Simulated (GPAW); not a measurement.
Runs of GPAW 26.7.0 on CdSe. The structure is cubic, space group F-43m (No. 216). The conventional cell has a = 6.181 Å, b = 6.181 Å, c = 6.181 Å, α = 90.00°, β = 90.00°, γ = 90.00°. Around Cd (site symmetry -43m) lie 4 Se at 2.68 Å. Se (site symmetry -43m) is surrounded by 4 Cd at 2.68 Å. Measurements of this composition are mostly on another form, of space group No. 186.

```tsv
cell	gap on the mesh (eV)
F-43m, 29.52 Å³/atom	0.50
F-43m, 30.1 Å³/atom	(b)
F-43m, 28.36 Å³/atom	(a)
F-43m, 28.94 Å³/atom	0.54
F-43m, 27.21 Å³/atom	0.67
F-43m, 30.68 Å³/atom	0.42
F-43m, 27.78 Å³/atom	0.62
```

Alike in all rows: task dielectric tensor; level PBE; potentials or basis GPAW PAW data sets (gpaw-data 1.2.1), pw; no spin polarisation; k mesh 6 × 6 × 6; cutoff (eV) 400; smearing fermi-dirac 0.001 eV.

Q: Fill in the values left out.

A: (a) 0.58; (b) 0.46.

Caveats: the gap is small at this level, which inflates the dielectric constant; the long-wavelength limit can be off by several per cent where d states take part; an odd mesh through Γ misses points on the zone boundary, where band edges often lie.

A k mesh can miss the band edges, and the runs leave out spin-orbit coupling on Cd, Se.
